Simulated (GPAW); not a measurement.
# LiCl (Fm-3m): G0W0 on several meshes in GPAW

Wanted: mesh dependence and cost of G0W0 for LiCl (Fm-3m).

Program: GPAW 26.7.0. Level of theory: LDA and many-body steps on it, plane waves. Results are calculated unless marked as measured.

### Step 1. Set-up

Symmetry: Fm-3m, No. 225, cubic system. The conventional cell has a = 5.143 Å, b = 5.143 Å, c = 5.143 Å, α = 90.00°, β = 90.00°, γ = 90.00°. Nearest to Li lie 6 Cl at 2.57 Å. Nearest to Cl lie 6 Li at 2.57 Å. Farther neighbours and most contacts between anions are not listed.

Coordinates:

```cif
data_structure
_symmetry_space_group_name_H-M 'P 1'
_symmetry_Int_Tables_number 1
_cell_length_a 3.6367
_cell_length_b 3.6367
_cell_length_c 3.6367
_cell_angle_alpha 60.000
_cell_angle_beta 60.000
_cell_angle_gamma 60.000
_cell_volume 34.01
loop_
_atom_site_label
_atom_site_type_symbol
_atom_site_fract_x
_atom_site_fract_y
_atom_site_fract_z
_atom_site_occupancy
Li1 Li 0.00000 0.00000 0.00000 1
Cl2 Cl 0.50000 0.50000 0.50000 1
```

The cell and positions come from the Crystallography Open Database and are kept as given unless a step says otherwise.

### Step 2. Empty states on the mesh, 6×6×6 mesh, 515 bands

This step: GPAW 26.7.0; DFT, LDA, plane waves, PAW.

The sums over transitions need many empty states on a uniform mesh; this step solves for them.

The input, run.py:

```python
import json
import numpy as np
from gpaw.mpi import world
from gpaw import GPAW

calc = GPAW('gs.gpw').fixed_density(kpts={'size': (6, 6, 6), 'gamma': True},
    parallel={'domain': 1, 'band': 1},
    txt='nscf.txt')
calc.diagonalize_full_hamiltonian(nbands=515)
calc.write('full.gpw', mode='all')
res = {}
kpts = calc.get_ibz_k_points()
res['kpts'] = kpts
res['eigenvalues'] = [calc.get_eigenvalues(kpt=k) for k in range(len(kpts))]
res['n_electrons'] = calc.get_number_of_electrons()

if world.rank == 0:
    with open('result.json', 'w') as f:
        json.dump(res, f, default=lambda x: x.tolist())
```

The run is started by

```sh
> mpirun -n 4 gpaw python run.py
```

Numbers of over 12 decimals in the logs are rounded to 6 here.

Log:

```text
Diagonalizing LCAO Hamiltonian
Converting LCAO to pw mode
convergence criteria:
- Maximum integral of absolute [eigenst]ate change: 4e-08 eV^2 / valence electron
maximum number of iterations: 100

SCF iterations
|iter     |     time |      energy | eigst |  dens |
|iter:   1|  |             | +1.25 |       |
|iter:   2|  |             | -0.09 |       |
|iter:   3|  |             | -0.05 |       |
[...]
|iter:   9|  |             | -6.20 |       |
|iter:  10|  |             | -6.93 |       |
|iter:  11|  |             | -7.64c|       |
SCF steps: 11
  __  _  _
 | _ |_)|_||  |
 |__||  | ||/\| - 26.7.0

Input parameters:
  mode=PW(ecut=600.0),
  convergence={'density': 1e-06, 'bands': -3},
  gpts=array([21, 21, 21]),
  kpts=MonkhorstPack(size=(6, 6, 6), gamma=True),
  maxiter=100,
  nbands=11,
  occupations=Occupations(name='fermi-dirac', width=0.001, fixmagmom=False),
  parallel={'domain': 1, 'band': 1},
  xc=XC(name='LDA')
Matrix size: 1154x1154
# Writing to full.gpw (mode='all')
  [... matrices ...]

timing:  # [seconds]
  Total: 13.002  # ━━━━━━━━━━━━━━━━━━━━━━━━━━━━━━━━━━━━━━━━━━━━━━━━━━━━━━━━━━
```

Elapsed: 22 s, on 4 MPI ranks of Intel Xeon Platinum 8259CL at 2.50GHz (Skylake/Cascade Lake), shared host; peak memory 1.2 GiB; 86 s of CPU time.

This step gave:

```yaml
gap: 5.941 eV
k_of_the_valence_top: 0, 0, 0
k_of_the_conduction_bottom: 0, 0, 0
least_direct_gap: 5.941 eV
k_points_computed: 16
lowest_point_of_the_top_converged_band_above_the_valence_top: 331.7225 eV
```

On this mesh the gap is 5.941 eV.

### Step 3. 6×6×6

Now the one-shot GW correction: screening in the RPA, then the self-energy of the levels asked for.

This step: G0W0 on LDA, plane waves, PAW.

The input, run.py:

```python
import json
import numpy as np
from gpaw.mpi import world
from gpaw.response.g0w0 import G0W0

gw = G0W0('full.gpw',
    filename='gw',
    kpts=[0],
    bands=(2, 6),
    ecut=210,
    nbands=235,
    integrate_gamma='WS',
    ppa=True)
gw.calculate()
res = {mode: {k: v for k, v in r.items() if k != 'sigma_eskwn'}
       for mode, r in gw.all_results.items()}

if world.rank == 0:
    with open('result.json', 'w') as f:
        json.dump(res, f, default=lambda x: x.tolist())
```

The run is started by

```sh
> mpirun -n 4 gpaw python run.py
```

Log:

```text
Using integrator: PointIntegrator
FrequencyGridDescriptor(from 0.000+0.000j to 0.000+27.211j eV, 2 points)
Nonperiodic BCs:  [False False False]
Using integrator: PointIntegrator
FrequencyGridDescriptor(from 0.000+0.000j to 0.000+27.211j eV, 2 points)
Nonperiodic BCs:  [False False False]
  ___  _ _ _
 |   || | | |
 | | || | | |
 |__ ||_____|
 |___|

BZ k-points: Symmetries present (total): 48

  [... matrices ...]
216 k-points: 6 x 6 x 6 Monkhorst-Pack grid + [1/12,1/12,1/12]
16 k-points in the irreducible part of the Brillouin zone
       k-points in crystal coordinates                weights
   0:     0.00000000    0.00000000    0.00000000          1/216
   1:     0.16666667    0.16666667    0.00000000          6/216
   2:     0.16666667    0.16666667    0.16666667          8/216
   3:     0.33333333    0.16666667    0.16666667         12/216
   4:     0.33333333    0.33333333   -0.33333333         12/216
   5:     0.33333333    0.33333333    0.00000000          6/216
   6:     0.33333333    0.33333333    0.16666667         24/216
   7:     0.33333333    0.33333333    0.33333333          8/216
   8:     0.50000000    0.33333333   -0.33333333         24/216
   9:     0.50000000    0.33333333   -0.16666667         12/216
          ...
  15:     0.50000000    0.50000000    0.50000000          4/216

Distributing spins, k-points and bands (1 x 1 x 4) over 4 processes
Number of blocks: 1

Quasi particle states:
k-points (IBZ indices): [0]
Band range: (2, 6)
  [... matrices ...]
Computational parameters:
Plane wave cut-off: 210 eV
Number of bands: 235
Coulomb cutoff: None
Broadening: 0.1 eV

fxc modes: GW
Kernel: RPA
Using Godby-Needs plasmon-pole approximation:
  Fitting energy: i*E0, E0 = 1.000 Hartree
Summing all q:

Calculating screened Coulomb potential
No Coulomb truncation
FrequencyGridDescriptor(from 0.000+0.000j to 0.000+27.211j eV, 2 points)
Removing empty qpoint cache files...

Calculating chi0 body with:
    Ground state adapter containing:
    Number of spins: 1
    Number of kpoints: 216
    Number of irreducible kpoints: 16
    Number of completely occupied states: 4
    Number of partially occupied states: 4
    Occupied states memory: 0.565247 M / cpu

    Linear response parametrization:
    q_c: [1.3877787807814457e-17, 1.3877787807814457e-17, 1.3877787807814457e-17]
    Number of frequency points: 2
    Planewave cutoff: 210.0
    Number of bands: 235
    Number of planewaves: 259
    Broadening (eta): 1e-06
    comm.size: 4
    kncomm.size: 4
    blockcomm.size: 1

    Memory estimate of potentially large arrays:
        chi0_wGG: 2.047150 M / cpu
Integrating chi0 body.

Symmetries of q_c:
    Direct symmetries (Uq -> q): 48
    Indirect symmetries (TUq -> q): 0
In total 48 allowed symmetries.

  [... matrices ...]
16 groups of equivalent kpoints. 92.592593% reduction.

Integral kind: response function
Integrating chi0 head and wings.

Symmetries of q_c:
    Direct symmetries (Uq -> q): 48
    Indirect symmetries (TUq -> q): 0
In total 48 allowed symmetries.

  [... matrices ...]
16 groups of equivalent kpoints. 92.592593% reduction.

Integral kind: response function wings

Calculating chi0 body with:
    Ground state adapter containing:
    Number of spins: 1
    Number of kpoints: 216
    Number of irreducible kpoints: 16
    Number of completely occupied states: 4
    Number of partially occupied states: 4
[... the further q-points ...]

Results:
f:      Occupation numbers
eps:     KS-eigenvalues [eV]
vxc:     KS vxc [eV]
exx:     Exact exchange [eV]
sigma:   Self-energies [eV]
dsigma:  Self-energy derivatives
Z:       Renormalization factors
qp:      QP-energies [eV]

k-point 0 (0): (0.000, 0.000, 0.000)                GW
band       f     eps     vxc     exx   sigma  dsigma       Z      qp
                                                                   GW
   2   1.000   0.480 -17.216 -21.225   1.881  -0.244   0.804  -1.231
   3   1.000   0.480 -17.216 -21.225   1.881  -0.244   0.804  -1.231
   4   0.000   6.421 -11.221  -6.404  -3.561  -0.182   0.846   7.484
   5   0.000  12.096 -10.099  -4.495  -3.909  -0.197   0.835  13.512
```

Wall time 7 min (4 MPI ranks); peak memory 1.1 GiB.

This step gave:

- G0W0 gap on the points computed: 8.715 eV
- least direct G0W0 gap on the computed points: 8.715 eV
- Z at the valence top: 0.8040
- Z at the conduction bottom: 0.8463
- starting gap on the mesh: 5.941 eV
- k of the valence top: 0, 0, 0
- k of the conduction bottom: 0, 0, 0

The gap on the mesh goes from 5.94 eV to 8.71 eV, a correction of +2.77 eV.

### Step 4. Empty states on the mesh, 4×4×4 mesh, 245 bands

This step: DFT, LDA, plane waves, PAW.

The input, run.py:

```python
import json
import numpy as np
from gpaw.mpi import world
from gpaw import GPAW

calc = GPAW('gs.gpw').fixed_density(kpts={'size': (4, 4, 4), 'gamma': True},
    parallel={'domain': 1, 'band': 1},
    txt='nscf.txt')
calc.diagonalize_full_hamiltonian(nbands=245)
calc.write('full.gpw', mode='all')
res = {}
kpts = calc.get_ibz_k_points()
res['kpts'] = kpts
res['eigenvalues'] = [calc.get_eigenvalues(kpt=k) for k in range(len(kpts))]
res['n_electrons'] = calc.get_number_of_electrons()

if world.rank == 0:
    with open('result.json', 'w') as f:
        json.dump(res, f, default=lambda x: x.tolist())
```

The run is started by

```sh
> mpirun -n 4 gpaw python run.py
```

Log:

```text
Diagonalizing LCAO Hamiltonian
Converting LCAO to pw mode
convergence criteria:
- Maximum integral of absolute [eigenst]ate change: 4e-08 eV^2 / valence electron
maximum number of iterations: 100

SCF iterations
|iter     |     time |      energy | eigst |  dens |
|iter:   1|  |             | +1.25 |       |
|iter:   2|  |             | -0.10 |       |
|iter:   3|  |             | -0.57 |       |
[...]
|iter:  10|  |             | -6.41 |       |
|iter:  11|  |             | -7.12 |       |
|iter:  12|  |             | -7.62c|       |
SCF steps: 12
  __  _  _
 | _ |_)|_||  |
 |__||  | ||/\| - 26.7.0

Input parameters:
  mode=PW(ecut=600.0),
  convergence={'density': 1e-06, 'bands': -3},
  gpts=array([21, 21, 21]),
  kpts=MonkhorstPack(size=(4, 4, 4), gamma=True),
  maxiter=100,
  nbands=11,
  occupations=Occupations(name='fermi-dirac', width=0.001, fixmagmom=False),
  parallel={'domain': 1, 'band': 1},
  xc=XC(name='LDA')
Matrix size: 1139x1139
# Writing to full.gpw (mode='all')
  [... matrices ...]

timing:  # [seconds]
  Total: 5.749  # ━━━━━━━━━━━━━━━━━━━━━━━━━━━━━━━━━━━━━━━━━━━━━━━━━━━━━━━━━━━
```

Run time: 14 s. Hardware: 4 MPI ranks; peak memory 1.1 GiB; 54 s of CPU time.

Numbers from this step:

```yaml
gap: 5.941 eV
k_of_the_valence_top: 0, 0, 0
k_of_the_conduction_bottom: 0, 0, 0
least_direct_gap: 5.941 eV
k_points_computed: 8
lowest_point_of_the_top_converged_band_above_the_valence_top: 199.8041 eV
```

On this mesh the gap is 5.941 eV.

### Step 5. 4×4×4

This step: G0W0 on LDA, plane waves, PAW.

The input, run.py:

```python
import json
import numpy as np
from gpaw.mpi import world
from gpaw.response.g0w0 import G0W0

gw = G0W0('full.gpw',
    filename='gw',
    kpts=[0],
    bands=(2, 6),
    ecut=210,
    nbands=235,
    integrate_gamma='WS',
    ppa=True)
gw.calculate()
res = {mode: {k: v for k, v in r.items() if k != 'sigma_eskwn'}
       for mode, r in gw.all_results.items()}

if world.rank == 0:
    with open('result.json', 'w') as f:
        json.dump(res, f, default=lambda x: x.tolist())
```

The run is started by

```sh
> mpirun -n 4 gpaw python run.py
```

Log:

```text
Using integrator: PointIntegrator
FrequencyGridDescriptor(from 0.000+0.000j to 0.000+27.211j eV, 2 points)
Nonperiodic BCs:  [False False False]
Using integrator: PointIntegrator
FrequencyGridDescriptor(from 0.000+0.000j to 0.000+27.211j eV, 2 points)
Nonperiodic BCs:  [False False False]
  ___  _ _ _
 |   || | | |
 | | || | | |
 |__ ||_____|
 |___|

BZ k-points: Symmetries present (total): 48

  [... matrices ...]
64 k-points: 4 x 4 x 4 Monkhorst-Pack grid + [1/8,1/8,1/8]
8 k-points in the irreducible part of the Brillouin zone
       k-points in crystal coordinates                weights
   0:     0.00000000    0.00000000    0.00000000          1/64
   1:     0.25000000    0.25000000    0.00000000          6/64
   2:     0.25000000    0.25000000    0.25000000          8/64
[...]
6:     0.50000000    0.50000000    0.25000000         24/64
   7:     0.50000000    0.50000000    0.50000000          4/64

Distributing spins, k-points and bands (1 x 1 x 4) over 4 processes
Number of blocks: 1

Quasi particle states:
k-points (IBZ indices): [0]
Band range: (2, 6)
  [... matrices ...]
Computational parameters:
Plane wave cut-off: 210 eV
Number of bands: 235
Coulomb cutoff: None
Broadening: 0.1 eV

fxc modes: GW
Kernel: RPA
Using Godby-Needs plasmon-pole approximation:
  Fitting energy: i*E0, E0 = 1.000 Hartree
Summing all q:

Calculating screened Coulomb potential
No Coulomb truncation
FrequencyGridDescriptor(from 0.000+0.000j to 0.000+27.211j eV, 2 points)
Removing empty qpoint cache files...

Calculating chi0 body with:
    Ground state adapter containing:
    Number of spins: 1
    Number of kpoints: 64
    Number of irreducible kpoints: 8
    Number of completely occupied states: 4
    Number of partially occupied states: 4
    Occupied states memory: 0.565247 M / cpu

    Linear response parametrization:
    q_c: [0.0, 0.0, 0.0]
    Number of frequency points: 2
    Planewave cutoff: 210.0
    Number of bands: 235
    Number of planewaves: 259
    Broadening (eta): 1e-06
    comm.size: 4
    kncomm.size: 4
    blockcomm.size: 1

    Memory estimate of potentially large arrays:
        chi0_wGG: 2.047150 M / cpu
Integrating chi0 body.

Symmetries of q_c:
    Direct symmetries (Uq -> q): 48
    Indirect symmetries (TUq -> q): 0
In total 48 allowed symmetries.

  [... matrices ...]
8 groups of equivalent kpoints. 87.5% reduction.

Integral kind: response function
Integrating chi0 head and wings.

Symmetries of q_c:
    Direct symmetries (Uq -> q): 48
    Indirect symmetries (TUq -> q): 0
In total 48 allowed symmetries.

  [... matrices ...]
8 groups of equivalent kpoints. 87.5% reduction.

Integral kind: response function wings

Calculating chi0 body with:
    Ground state adapter containing:
    Number of spins: 1
    Number of kpoints: 64
    Number of irreducible kpoints: 8
    Number of completely occupied states: 4
    Number of partially occupied states: 4
    Occupied states memory: 0.565247 M / cpu

    Linear response parametrization:
[... the further q-points ...]

Results:
f:      Occupation numbers
eps:     KS-eigenvalues [eV]
vxc:     KS vxc [eV]
exx:     Exact exchange [eV]
sigma:   Self-energies [eV]
dsigma:  Self-energy derivatives
Z:       Renormalization factors
qp:      QP-energies [eV]

k-point 0 (0): (0.000, 0.000, 0.000)                GW
band       f     eps     vxc     exx   sigma  dsigma       Z      qp
                                                                   GW
   2   1.000   0.480 -17.216 -21.254   1.898  -0.243   0.804  -1.242
   3   1.000   0.480 -17.216 -21.254   1.898  -0.243   0.804  -1.241
   4   0.000   6.421 -11.221  -6.366  -3.590  -0.183   0.846   7.490
   5   0.000  12.096 -10.099  -4.487  -3.920  -0.188   0.842  13.521
```

Elapsed: 1.8 min, on 4 MPI ranks; peak memory 1.1 GiB.

Numbers from this step:

```yaml
g0w0_gap_on_the_points_computed: 8.732 eV
least_direct_g0w0_gap_on_the_computed_points: 8.732 eV
z_at_the_valence_top: 0.8045
z_at_the_conduction_bottom: 0.8456
starting_gap_on_the_mesh: 5.941 eV
k_of_the_valence_top: 0, 0, 0
k_of_the_conduction_bottom: 0, 0, 0
```

Against G0W0 in GPAW (6×6×6 mesh, 235 bands, screening to 210 eV, Godby-Needs plasmon pole), the gap moves by +0.017 eV.

### Step 6. Side by side

Times are wall times on 4 MPI ranks of Intel Xeon Platinum 8259CL at 2.50GHz (Skylake/Cascade Lake), shared host. The host was busy with other work, so they are no guide to cost.

```csv
run,mesh,bands,screening cutoff (eV),DFT gap (eV),gap on the mesh (eV),direct (eV),time
6×6×6,6×6×6,235,210,5.941,8.715,8.715,7 min
4×4×4,4×4×4,235,210,5.941,8.732,8.732,1.8 min
```

### Step 7. What came out

```json
{"6×6×6": "8.715 eV", "4×4×4": "8.732 eV", "known limits": "not at the basis limit; coarse k mesh"}
```

4×4×4: +0.017 eV against 6×6×6. Bands and cutoff are finite, so the gap is not at the basis limit. The miss can reach some tenths of an eV and take either sign; the mesh is an error of its own. These stock PAW sets were not made for GW. In the G0W0 runs levels were corrected at 1 k point alone, so a gap called «on the mesh» is the least over those, and an edge elsewhere would be missed.

[Paths, hosts, dates, memory and timing lines, banners, echoed tables and standing remarks are left out of the program output.]

[Logs are printed without paths, hosts, clocks, repeated set-up lines and the standing remarks that a program may print on its own settings, such as how far it seeks lower states.]

[Runs of the session that timed out or met a known fault of the program may be left out.]

[Hosts, paths, dates, database ids (printed as entryN), source tags and the programs' standing remarks are cut or masked in the printed files.]
